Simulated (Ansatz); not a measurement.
## Relaxing CuO

These are results of DFT PBEsol, scalar-relativistic, plane waves, PAW in Ansatz, not measurements. (420 eV cutoff, 14×14×8 k-mesh, Gaussian smearing of 0.10 eV, no spin polarisation)

What was changed: relaxed at 5 GPa.

Other phases may be more stable at this pressure.

Command:

```bash
ansatz run input.yaml --threads 1 --pin off --max-ram 2560MiB --backend cpu --events-out ev --progress --plain --runs-dir out
```

Input:

```yaml
crystal:
  lattice:
    - [2.0196067747, -2.0237087013, 0.0]
    - [2.0196067747, 2.0237087013, 0.0]
    - [0.0, 0.0, 5.0588278354]
  atoms:
    - { symbol: Cu, position: [0.0, 0.5, 0.0] }
    - { symbol: Cu, position: [0.5, 0.0, 0.5] }
    - { symbol: O, position: [0.5, 0.5, 0.25] }
    - { symbol: O, position: [0.5, 0.5, 0.75] }
basis:
  ecutwfc: 420
kpoints:
  mp_grid: { grid: [14, 14, 8] }
hamiltonian:
  xc: pbesol
scf:
  occupations: { method: gaussian, width: 0.1 }
output:
  forces: true
  stress: true
  eigenvalues: true
relax:
  adjacent_minimum: "off"
  f_tol: 0.008
  max_steps: 50
  cell: { stress_tol: 0.08, p_target: 5.0 }
```

F is the free energy. Steps run on the plane waves of an earlier cell, but the last one, and at times one on the way, on a freshly chosen basis, so a repeated geometry can differ a little in energy. The relaxation lowers the enthalpy F + PV at the target pressure, so F itself can rise.

Steps:

| step | F − F(1) (eV) | largest force component (eV/Å) | V (Å³/atom) | P (GPa) |
| --- | --- | --- | --- | --- |
| 1 | 0.0000 | 0.000 | 10.338 | 5.49 |
| 2 | -0.0008 | 0.000 | 10.339 | 5.27 |
| 3 | -0.0014 | 0.000 | 10.342 | 4.99 |
| 4 | -0.0016 | 0.000 | 10.342 | 5.00 |

Relaxed structure:

```cif
data_structure
_symmetry_space_group_name_H-M 'P 1'
_symmetry_Int_Tables_number 1
_cell_length_a 2.8519
_cell_length_b 2.8519
_cell_length_c 5.0866
_cell_angle_alpha 90.000
_cell_angle_beta 90.000
_cell_angle_gamma 90.096
_cell_volume 41.37
loop_
_atom_site_label
_atom_site_type_symbol
_atom_site_fract_x
_atom_site_fract_y
_atom_site_fract_z
_atom_site_occupancy
Cu1 Cu 0.00000 0.50000 0.00000 1
Cu2 Cu 0.50000 0.00000 0.50000 1
O1 O 0.50000 0.50000 0.25000 1
O2 O 0.50000 0.50000 0.75000 1
```

It takes space group P4_2/mmc (No. 131, tetragonal). The conventional cell has a = 2.852 Å, b = 2.852 Å, c = 5.087 Å, α = 90.00°, β = 90.00°, γ = 90.00°. Cu (site symmetry mmm) is surrounded by 4 O at 1.91 Å. O (site symmetry -4m2) is surrounded by 4 Cu at 1.91 Å.

The run converged. The run took 63 s on 1 thread of Intel(R) Xeon(R) Platinum 8488C (Sapphire Rapids) (shared host), peak memory 0.58 GiB.